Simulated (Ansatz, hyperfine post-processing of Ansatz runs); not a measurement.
# Na2FePCO7: isotropic lines and sites in a paramagnetic 13C spectrum

Calculated values: DFT, PBEsol+U, plane-wave PAW, default files (PAW set soft_2), collinear spin, scalar-relativistic (Ansatz), contact and point-dipole shifts scaled to 298 K with Θ = 0 K (a pure Curie law); spin-only moments, above the ordering temperature.

```
Fe P Na O C
1.0
     5.26414    0.00000    0.00000
     0.00000    6.57680    0.00000
    -0.20863    0.00000    9.05016
Fe P Na O C
2 2 4 14 2
Direct
  0.21358 0.75000 0.36104
  0.78642 0.25000 0.63896
  0.27974 0.25000 0.42993
  0.72026 0.75000 0.57007
  0.76360 0.00326 0.22385
  0.76360 0.49674 0.22385
  0.23640 0.99674 0.77615
  0.23640 0.50326 0.77615
  0.69318 0.25000 0.05016
  0.04662 0.75000 0.14450
  0.45638 0.75000 0.18536
  0.19827 0.05901 0.34194
  0.19827 0.44099 0.34194
  0.84593 0.75000 0.41621
  0.57558 0.25000 0.45466
  0.42442 0.75000 0.54534
  0.15407 0.25000 0.58379
  0.80173 0.55901 0.65806
  0.80173 0.94099 0.65806
  0.54362 0.25000 0.81464
  0.95338 0.25000 0.85550
  0.30682 0.75000 0.94984
  0.26976 0.75000 0.08563
  0.73024 0.25000 0.91437
```

13C MAS at 2.35 T (25.2 MHz), 60 kHz, 298 K; contact and dipolar shift alone, no orbital or quadrupolar part; lines under 1.5 % of the strongest are left out. Lines of the NMR spectrum (strongest = 100):

```tsv
position (ppm)	intensity
-3087.9	18
-703.6	100
1680.7	12
4065.0	3.9
```

**Question.** Which lines are isotropic ones rather than spinning sidebands, and which C atoms give them?

Sidebands are spaced by 2384 ppm (the spinning rate over the resonance of 25.2 MHz). An isotropic line need not be the tallest: it is the area-weighted centre of its own family of sidebands, and the one that stays put when the rate is changed. Isotropic shifts: -704 ppm for atom 23 and the 1 atom equivalent to it (1 Fe through links of 91 to 94° (2)), reduced anisotropy 3363 ppm.

[Logs are printed without paths, hosts, clocks, repeated set-up lines and the standing remarks that a program may print on its own settings, such as how far it seeks lower states.]

[Hosts, paths, dates, database ids (printed as entryN), source tags and the programs' standing remarks are cut or masked in the printed files.]
